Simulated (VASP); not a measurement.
# C (P6_3/mmc) in VASP: a series of runs

Runs on C. Level: PBE+D3(BJ). Tasks: relaxation of cell and atoms.

All numbers are computed with VASP 6.6.1; they aren't measurements. Logs are shortened: lines on timing, memory, paths and dates and some standing lists are left out, and cuts for length are marked.

**1. The structure**

It takes space group P6_3/mmc (No. 194, hexagonal). The conventional cell has a = 2.456 Å, b = 2.456 Å, c = 6.696 Å, α = 90.00°, β = 90.00°, γ = 120.00°. Around C (site symmetry -6m2) lie 3 C at 1.42 Å. C (site symmetry -6m2) is surrounded by 3 C at 1.42 Å.

**2. Relaxation of cell and atoms, PBE+D3(BJ)**

Input file INCAR:

```
ALGO = Normal ; EDIFF = 1E-7
EDIFFG = -0.002 ; ENCUT = 520
GGA = PE ; IBRION = 2
ISIF = 3 ; ISMEAR = 0
IVDW = 12 ; KPAR = 4
LASPH = T ; LCHARG = F
LREAL = F ; LWAVE = F
NELM = 80 ; NSW = 80
PREC = Accurate ; SIGMA = 0.02
```

Input file KPOINTS:

```
k-points
0
Gamma
  21 21 8
```

Input file POSCAR:

```
C
1.0
    2.4560000000      0.0000000000      0.0000000000
   -1.2280000000      2.1269583900      0.0000000000
    0.0000000000      0.0000000000      6.6960000000
C
4
Direct
    0.0000000000      0.0000000000      0.7500000000
    0.0000000000      0.0000000000      0.2500000000
    0.3333333300      0.6666666700      0.7500000000
    0.6666666700      0.3333333300      0.2500000000
```

Potentials or basis: VASP PAW PBE potentials, release 64 (C).

On the command line:

```bash
> cat potpaw_PBE.64/C/POTCAR > POTCAR
> mpirun -np 4 vasp_std > vasp.out
```

OUTCAR:

```text
EDIFF = 1E-7
   EDIFFG = -0.002
   ENCUT = 520
   GGA = PE
   IBRION = 2
   ISIF = 3
   ISMEAR = 0
   IVDW = 12
   LASPH = T
   LREAL = F
   NELM = 80
   NSW = 80
   PREC = Accurate
 IVDW          = 12

 ion  position               nearest neighbor table
   1  0.000  0.000  0.750-   3 1.42   3 1.42   3 1.42
   2  0.000  0.000  0.250-   4 1.42   4 1.42   4 1.42
   3  0.333  0.667  0.750-   1 1.42   1 1.42   1 1.42
   4  0.667  0.333  0.250-   2 1.42   2 1.42   2 1.42

  LATTYP: Found a hexagonal cell.
 ALAT       =     2.4560000000
 C/A-ratio  =     2.7263843648

  Lattice vectors:

 A1 = (   2.4560000000,   0.0000000000,   0.0000000000)
 A2 = (  -1.2280000000,   2.1269583900,   0.0000000000)
 A3 = (   0.0000000000,   0.0000000000,   6.6960000000)

Analysis of symmetry for initial positions (statically):
=====================================================================
 Subroutine PRICEL returns:
 Original cell was already a primitive cell.

 Routine SETGRP: Setting up the symmetry group for a
 hexagonal supercell.

 Subroutine GETGRP returns: Found 24 space group operations
 (whereof 12 operations were pure point group operations)
 out of a pool of 24 trial point group operations.

The static configuration has the point symmetry D_3d.
 The point group associated with its full space group is D_6h.

Analysis of symmetry for dynamics (positions and initial velocities):
=====================================================================
 Subroutine PRICEL returns:
 Original cell was already a primitive cell.

 Routine SETGRP: Setting up the symmetry group for a
 hexagonal supercell.

 Subroutine GETGRP returns: Found 24 space group operations
 (whereof 12 operations were pure point group operations)
 out of a pool of 24 trial point group operations.

The dynamic configuration has the point symmetry D_3d.
 The point group associated with its full space group is D_6h.

 Subroutine INISYM returns: Found 24 space group operations
 (whereof 12 operations are pure point group operations),
 and found     1 'primitive' translations

----------------------------------------------------------------------------------------

                                     Primitive cell

  volume of cell :      34.9786

  direct lattice vectors                    reciprocal lattice vectors
     2.456000000  0.000000000  0.000000000     0.407166124  0.235077471  0.000000000
    -1.228000000  2.126958390  0.000000000     0.000000000  0.470154943  0.000000000
     0.000000000  0.000000000  6.696000000     0.000000000  0.000000000  0.149342891

  length of vectors
     2.456000000  2.455999999  6.696000000     0.470154942  0.470154943  0.149342891

  position of ions in fractional coordinates (direct lattice)
     0.000000000  0.000000000  0.750000000
     0.000000000  0.000000000  0.250000000
     0.333333330  0.666666670  0.750000000
     0.666666670  0.333333330  0.250000000

  ion indices of the primitive-cell ions
[... 80 lines left out ...]
   NSW    =     80    number of steps for IOM
   IBRION =      2    ionic relax: 0-MD 1-quasi-New 2-CG
   NFREE  =      1    steps in history (QN), initial steepest desc. (CG)
   ISIF   =      3    stress and relaxation
   ISYM   =      2    0-nonsym 1-usesym 2-fastsym
   POTIM  = 0.5000    time-step for ionic-motion
   TEBEG  =    0.0;   TEEND  =   0.0 temperature during run
   PSTRESS=    0.0 pullay stress
   NELECT =      16.0000    total number of electrons
   NUPDOWN=      -1.0000    fix difference up-down
   EMIN   =  10.00;   EMAX   =-10.00  energy-range for DOS
   EFERMI =   0.00;   METHOD = LEGACY
   ISMEAR =     0;   SIGMA  =   0.02  broadening in eV -4-tet -1-fermi 0-gaus
   EFERMI_NEDOS =   21; number of points for ismear=-14 and -15
   IALGO  =     38    algorithm
   IMIX   =      4    mixing-type and parameters
     AMIX     =   0.40;   BMIX     =  1.00
     AMIX_MAG =   1.60;   BMIX_MAG =  1.00
  volume/ion in A,a.u.               =       8.74        59.01
  Fermi-wavevector in a.u.,A,eV,Ry     =   1.261384  2.383670 21.648079  1.591089
  Thomas-Fermi vector in A             =   2.394846
   LORBIT       =      0    0 simple, 1 ext, 2 COOP (PROOUT), +10 PAW based schemes
   GGA     = PE    functional components
   LHFCALC =     F    Hartree Fock is set to
   AEXX    =    0.0000 exact exchange contribution
   IVDW    =    12    specifies the selected vdW correction
   LEPSILON=     F    determine dielectric tensor
   LRPA    =     F    only Hartree local field effects (RPA)
 conjugate gradient relaxation of ions
 non-spin polarized calculation
 Gauss-broadening in eV      SIGMA  =   0.02
  energy-cutoff  :      520.00
  volume of cell :       34.98
 maximum number of plane-waves:       979
   NGX =  9   NGY =  9   NGZ = 25

--------------------------------------- Ionic step        1  -------------------------------------------

 number of electron      15.9999994 magnetization

 Free energy of the ion-electron system (eV)
  ---------------------------------------------------
  ext. energy  EPLUGINS =         0.00000000
  ---------------------------------------------------
  free energy    TOTEN  =       -36.83673989 eV

  energy without entropy =      -36.83665347  energy(sigma->0) =      -36.83669668

------------------------ aborting loop because EDIFF is reached ----------------------------------------

 Edisp (eV)   -0.62732

 E8    (eV) :    -0.1778
[... 327 lines left out ...]
--------------------------------------- Ionic step        9  -------------------------------------------

 number of electron      15.9999994 magnetization

 Free energy of the ion-electron system (eV)
  ---------------------------------------------------
  ext. energy  EPLUGINS =         0.00000000
  ---------------------------------------------------
  free energy    TOTEN  =       -36.84614584 eV

  energy without entropy =      -36.84605753  energy(sigma->0) =      -36.84610169

 E-fermi :   4.6382     XC(G=0): -10.3001

 val. band max:        4.6355570952   @ k =   0.3333   0.3333   0.5000
 cond. band min:       4.6386255654   @ k =   0.3333   0.3333   0.2500
 fundamental gap:      0.0030684703
 Fermi energy:         4.6382134422

 k-point     1 :       0.0000    0.0000    0.0000
  band No.  band energies     occupation
      1     -14.9938      2.00000
      2     -14.7001      2.00000
      3      -3.8480      2.00000
      4      -1.9091      2.00000
      5       1.6244      2.00000
      6       1.6244      2.00000
      7       1.6423      2.00000
      8       1.6423      2.00000
      9       8.9114      0.00000
     10      12.9547      0.00000
     11      12.9547      0.00000
     12      13.0053      0.00000
[... 331 lines left out ...]
 k-point    24 :       0.1905    0.0952    0.0000
  band No.  band energies     occupation
      1     -13.4920      2.00000
      2     -13.2250      2.00000
      3      -2.5388      2.00000
      4      -2.4605      2.00000
      5      -2.0397      2.00000
      6      -0.8678      2.00000
      7      -0.8185      2.00000
      8      -0.2340      2.00000
      9      10.7478      0.00000
     10      11.6779      0.00000
     11      12.1826      0.00000
     12      13.4760      0.00000

 [... further k-points ...]

------------------------ aborting loop because EDIFF is reached ----------------------------------------

 Edisp (eV)   -0.62309

 E8    (eV) :    -0.1765
[... 27 lines left out ...]
  FREE ENERGIE OF THE ION-ELECTRON SYSTEM (eV)
  ---------------------------------------------------
  free  energy   TOTEN  =       -37.4692353631 eV

  energy  without entropy=      -37.4691470528  energy(sigma->0) =      -37.46919121

 reached required accuracy - stopping structural energy minimisation
```

Wall time 63 s (4 MPI ranks of Intel Xeon Platinum 8488C (Sapphire Rapids), shared host); peak memory 0.2 GiB.

Results:

```yaml
Free_energy: -37.4692 eV
Relaxed_volume: 8.86 Å³/atom
Relaxed_cell: a = 2.466 Å, b = 2.466 Å, c = 6.730 Å, α = 90.00°, β = 90.00°, γ = 120.00°
Space_group_after_relaxing_to_0.05_Å: P6_3/mmc (No. 194)
Energy_gained_by_relaxing: 1.3 meV/atom
Ionic_steps: 9
Pressure_after_relaxing: 0.0 GPa
Band_gap_on_the_k_mesh: none (metal or under the smearing width)
Dispersion_energy_per_atom: -0.156 eV
```

The path:
```tsv
step	energy change (eV)	largest force (eV/Å)	pressure (GPa)	volume (Å³)
1	0.0000	0.0000	3.78	34.98
2	0.0258	0.0000	-8.61	36.03
3	-0.0051	0.0000	0.01	35.28
4	-0.0051	0.0000	0.08	35.27
5	-0.0051	0.0000	0.07	35.29
6	-0.0051	0.0000	0.05	35.33
7	-0.0052	0.0000	0.04	35.41
8	-0.0051	0.0000	-0.04	35.58
9	-0.0052	0.0000	0.01	35.45
```

Final structure:
```
C
1.0
     2.46628    0.00000    0.00000
    -1.23314    2.13586    0.00000
     0.00000    0.00000    6.72958
C
4
Cartesian
  0.0000 0.0000 5.0472
  0.0000 0.0000 1.6824
  0.0000 1.4239 5.0472
  1.2331 0.7120 1.6824
```

**3. Relaxation of cell and atoms, PBE+D3(BJ)**

This run uses another cell than the first one, of 8.86 Å³/atom, 1.013 times its volume.

INCAR is that of step 2.

KPOINTS is that of step 2.

Input file POSCAR:

```
C                                       
1.0
    2.4662750306     -0.0000000000      0.0000000000
   -1.2331375153      2.1358568275     -0.0000000000
   -0.0000000000      0.0000000000      6.7295797697
  C             
     4
Direct
     0.0000000000000000    0.0000000000000000    0.7500000000000000
     0.0000000000000000    0.0000000000000000    0.2500000000000000
     0.3333333300000021    0.6666666699999979    0.7500000000000000
     0.6666666699999979    0.3333333300000021    0.2500000000000000
```

Potentials or basis: VASP PAW PBE potentials, release 64 (C).

On the command line:

```bash
> cat potpaw_PBE.64/C/POTCAR > POTCAR
> mpirun -np 4 vasp_std > vasp.out
```

Run time: 14 s. Hardware: 4 MPI ranks of Intel Xeon Platinum 8488C (Sapphire Rapids), shared host; peak memory 0.2 GiB.

It converged, with:

```yaml
Free_energy: -37.4696 eV
Pressure_after_relaxing: 0.0 GPa
Band_gap_on_the_k_mesh: none (metal or under the smearing width)
Dispersion_energy_per_atom: -0.156 eV
```

Final structure:
```xyz
4
Lattice="2.4663 0.0000 0.0000 -1.2331 2.1359 0.0000 0.0000 0.0000 6.7296" Properties=species:S:1:pos:R:3 pbc="T T T"
C     0.0000    0.0000    5.0472
C     0.0000    0.0000    1.6824
C     0.0000    1.4239    5.0472
C     1.2331    0.7120    1.6824
```

Levels at points of the mesh, in eV from the Fermi level:
```tsv
k point	band 4	band 5	band 6	band 7	band 8	band 9	band 10	band 11	band 12
(0.00, 0.00, 0.00)	-6.55	-3.01	-3.01	-3.00	-3.00	4.27	8.32	8.33	8.37
(0.00, 0.00, 0.50)	-7.61	-3.00	-3.00	-3.00	-3.00	6.89	6.89	8.34	8.34
```

Caveat: the relaxation stopped at its first step, so nothing moved.
